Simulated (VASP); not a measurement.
Computed with AM05 GGA, VASP's PBE PAW potentials (set 64) (plane waves; VASP).

Input for VASP

**INCAR**
```
SYSTEM = CaF2
PREC = Accurate; ENCUT = 520; LREAL = .FALSE.
LASPH = .TRUE.
EDIFF = 1E-7; NELM = 100; ALGO = Normal
ISMEAR = -5
GGA = AM
ISIF = 2
LWAVE = .FALSE.; LCHARG = .TRUE.; LORBIT = 11
NEDOS = 601
LEFG = .TRUE.
```

File KPOINTS:
```
Automatic mesh
0
Gamma
8 8 8
0 0 0
```

**POSCAR**
```
CaF2
1
    0.0000000000     2.7300000000     2.7300000000
    2.7300000000     0.0000000000     2.7300000000
    2.7300000000     2.7300000000     0.0000000000
Ca F
1 2
Direct
  0.0000000000   0.0000000000   0.0000000000
  0.2500000000   0.2500000000   0.2500000000
  0.7500000000   0.7500000000   0.7500000000
```

POTCAR, in this order: Ca_sv F (PBE.64 set). Program: vasp_std.

The run wrote:

### OUTCAR
```
 ion  position               nearest neighbor table
   1  0.000  0.000  0.000-   3 2.36   3 2.36   3 2.36   2 2.36   3 2.36   2 2.36   2 2.36   2 2.36
  LATTYP: Found a face centered cubic cell.
 ALAT       =     5.4600000000
 Subroutine PRICEL returns:
 Original cell was already a primitive cell.
 Subroutine GETGRP returns: Found 48 space group operations
The static configuration has the point symmetry O_h .
The dynamic configuration has the point symmetry O_h .
 Subroutine INISYM returns: Found 48 space group operations
 Subroutine IBZKPT returns following result:
 Found     29 irreducible k-points:

 Following reciprocal coordinates:
            Coordinates               Weight
  0.000000  0.000000  0.000000      1.000000
  0.125000  0.000000  0.000000      8.000000
  0.250000  0.000000  0.000000      8.000000
  0.375000  0.000000  0.000000      8.000000
  0.500000  0.000000  0.000000      4.000000
  0.125000  0.125000  0.000000      6.000000
  0.250000  0.125000  0.000000     24.000000
  0.375000  0.125000  0.000000     24.000000
  0.500000  0.125000  0.000000     24.000000
 -0.375000  0.125000  0.000000     24.000000
 -0.250000  0.125000  0.000000     24.000000
 -0.125000  0.125000  0.000000     12.000000
  0.250000  0.250000  0.000000      6.000000
  0.375000  0.250000  0.000000     24.000000
  0.500000  0.250000  0.000000     24.000000
 -0.375000  0.250000  0.000000     24.000000
 -0.250000  0.250000  0.000000     12.000000
  0.375000  0.375000  0.000000      6.000000
  0.500000  0.375000  0.000000     24.000000
 -0.375000  0.375000  0.000000     12.000000
  0.500000  0.500000  0.000000      3.000000
  0.375000  0.250000  0.125000     24.000000
  0.500000  0.250000  0.125000     48.000000
 -0.375000  0.250000  0.125000     24.000000
  0.500000  0.375000  0.125000     24.000000
...
```

File OSZICAR:
```
       N       E                     dE             d eps       ncg     rms          rms(c)
DAV:   1     0.227119505016E+03    0.22712E+03   -0.14078E+04   928   0.154E+03
DAV:   2    -0.855982102288E+01   -0.23568E+03   -0.23196E+03  1192   0.392E+02
DAV:   3    -0.180818441431E+02   -0.95220E+01   -0.95150E+01  1104   0.902E+01
DAV:   4    -0.184201030509E+02   -0.33826E+00   -0.33814E+00  1536   0.130E+01
DAV:   5    -0.184223141213E+02   -0.22111E-02   -0.22111E-02  1104   0.114E+00    0.739E+00
DAV:   6    -0.173615135702E+02    0.10608E+01   -0.58131E+00   984   0.174E+01    0.314E+00
DAV:   7    -0.173705774117E+02   -0.90638E-02   -0.16634E-01  1240   0.377E+00    0.166E+00
DAV:   8    -0.173980586975E+02   -0.27481E-01   -0.37114E-02  1160   0.229E+00    0.193E-01
DAV:   9    -0.174043078753E+02   -0.62492E-02   -0.10106E-02  1224   0.765E-01    0.153E-01
DAV:  10    -0.174054244712E+02   -0.11166E-02   -0.21433E-03  1016   0.356E-01    0.265E-02
DAV:  11    -0.174054345705E+02   -0.10099E-04   -0.12759E-04  1304   0.935E-02    0.108E-02
DAV:  12    -0.174054483223E+02   -0.13752E-04   -0.31944E-05   968   0.437E-02    0.437E-03
DAV:  13    -0.174054485277E+02   -0.20535E-06   -0.46010E-06  1424   0.164E-02    0.326E-03
DAV:  14    -0.174054480851E+02    0.44252E-06   -0.50427E-07  1112   0.851E-03    0.428E-04
DAV:  15    -0.174054481099E+02   -0.24719E-07   -0.32424E-08   784   0.170E-03
   1 F= -.17405448E+02 E0= -.17405448E+02  d E =0.000000E+00
```

**OUTCAR**
```
------------------------ aborting loop because EDIFF is reached ----------------------------------------
  FORCE on cell =-STRESS in cart. coord.  units (eV):
  Direction    XX          YY          ZZ          XY          YZ          ZX
  --------------------------------------------------------------------------------------
  Total       -0.0415982     -0.0415982     -0.0415982      0.0000000      0.0000000      0.0000000
  in kB       -1.6378254     -1.6378254     -1.6378254      0.0000000      0.0000000      0.0000000
  external PRESSURE =      -1.6378254 kB  Pullay stress =       0.0000000 kB
  volume of cell :       40.69
      direct lattice vectors                 reciprocal lattice vectors
     0.000000000  2.730000000  2.730000000    -0.183150183  0.183150183  0.183150183
     2.730000000  0.000000000  2.730000000     0.183150183 -0.183150183  0.183150183
     2.730000000  2.730000000  0.000000000     0.183150183  0.183150183 -0.183150183
 POSITION                                       TOTAL-FORCE (eV/Angst)
 -----------------------------------------------------------------------------------
      0.00000      0.00000      0.00000         0.000000      0.000000      0.000000
      1.36500      1.36500      1.36500        -0.000000     -0.000000     -0.000000
      4.09500      4.09500      4.09500         0.000000      0.000000      0.000000
 -----------------------------------------------------------------------------------
    total drift:                                0.000000     -0.000000      0.000000
  FREE ENERGIE OF THE ION-ELECTRON SYSTEM (eV)
  ---------------------------------------------------
  free  energy   TOTEN  =       -17.4054481099 eV

  energy  without entropy=      -17.4054481099  energy(sigma->0) =      -17.40544811

 total charge

# of ion       s       p       d       tot
------------------------------------------
    1        2.021   5.869   0.220   8.111
    2        1.732   4.382   0.000   6.114
    3        1.732   4.382   0.000   6.114
--------------------------------------------------
tot          5.486  14.633   0.220  20.340

 Electric field gradients after diagonalization (V/A^2)
 (convention: |V_zz| > |V_xx| > |V_yy|)
----------------------------------------------------------------------
 ion       V_xx      V_yy      V_zz     asymmetry (V_yy - V_xx)/ V_zz
----------------------------------------------------------------------
   1       0.000     0.000    -0.001       0.000
   2       0.002     0.002    -0.004       0.000
   3       0.002     0.002    -0.004       0.000
```
(Selected blocks of OUTCAR.)

The compound is CaF2 in the fluorite structure. The cell was not relaxed at this level.
